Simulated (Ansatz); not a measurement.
# CdSe at a changed volume — electric field gradients

The cell is an entry of the Crystallography Open Database (COD), relaxed with PBE at fixed cell and then changed (volume scaled by 1.02, ions relaxed).

```
CELL_PARAMETERS angstrom
4.32747 0.00000 0.00000
-2.16374 3.74770 0.00000
0.00000 0.00000 7.05643
ATOMIC_POSITIONS crystal
Cd 0.33333 0.66667 0.00048
Cd 0.66667 0.33333 0.50048
Se 0.33333 0.66667 0.37631
Se 0.66667 0.33333 0.87631
```

Atom numbers follow the list; atoms alike are taken as one site, whose name carries the number of the first.

Computed with Ansatz: DFT, PBE, plane waves and PAW, scalar-relativistic, 420 eV cutoff, Γ-centred 12×12×6 k-points, Fermi–Dirac smearing 0.02 eV.

V_zz is the principal component of the electric field gradient with the largest magnitude, η = (V_xx − V_yy)/V_zz and C_Q = eQV_zz/h.

**Question.** What field gradients does the calculation give at each kind of site?

**Answer.** 

| site | atoms (order as listed) | first shell | V_zz (10²¹ V/m²) | η | C_Q (MHz) |
| --- | --- | --- | --- | --- | --- |
| Cd | 1, 2 | 4 Se at 2.65 Å | 0.16 | 0.00 | – |
| Se | 3, 4 | 4 Cd at 2.65 Å | 0.14 | 0.00 | – |

An axis of threefold or higher order runs through Cd and Se, so V_zz lies along it and η is zero.

Cd, Se have no stable isotope with a ground-state quadrupole moment in the table, so no C_Q is given.

Without spin–orbit coupling (the program notes it for Cd) the gradients can shift somewhat, as the gap is small.
